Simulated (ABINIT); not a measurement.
Input of an ABINIT 10.8.3 (patched build) run:

run.abi

```
# Pseudopotentials
pp_dirpath "./"
pseudos "Si.upf"

# Structure
acell 4.952108218 4.9521082181 4.6607343234
rprim
     1.0000000000     0.0000000000     0.0000000000
    -0.5000000000     0.8660254038     0.0000000000
     0.0000000000     0.0000000000     1.0000000000
ntypat 1
znucl 14
natom 1
typat 1
xred
     0.0000000000     0.0000000000     0.0000000000

# Plane-wave basis
ecut 14.0

# k points
kptopt 1
ngkpt 9 9 8
nshiftk 1
shiftk 0.0 0.0 0.0

# Exchange and correlation
ixc 7

# Bands and occupations
nband 6
occopt 3
tsmear 0.05 eV

# SCF cycle
nstep 100
tolvrs 1.0e-10

# Output
iomode 3
prtwf 0
prteig 0
prtebands 0
prtden 1
prtvha 1
prtvclmb 1
prtpot 1
prtelf 1
```

Potentials or basis: PseudoDojo NC SR LDA v0.4.1 standard.

Run with:

```bash
$ abinit run.abi > log 2>&1
```

(1) What does it give for the band gap on the k mesh?

(2) Estimate the pressure.

## Answers

(1) none (metal or under the smearing width).

(2) -2.0 GPa.
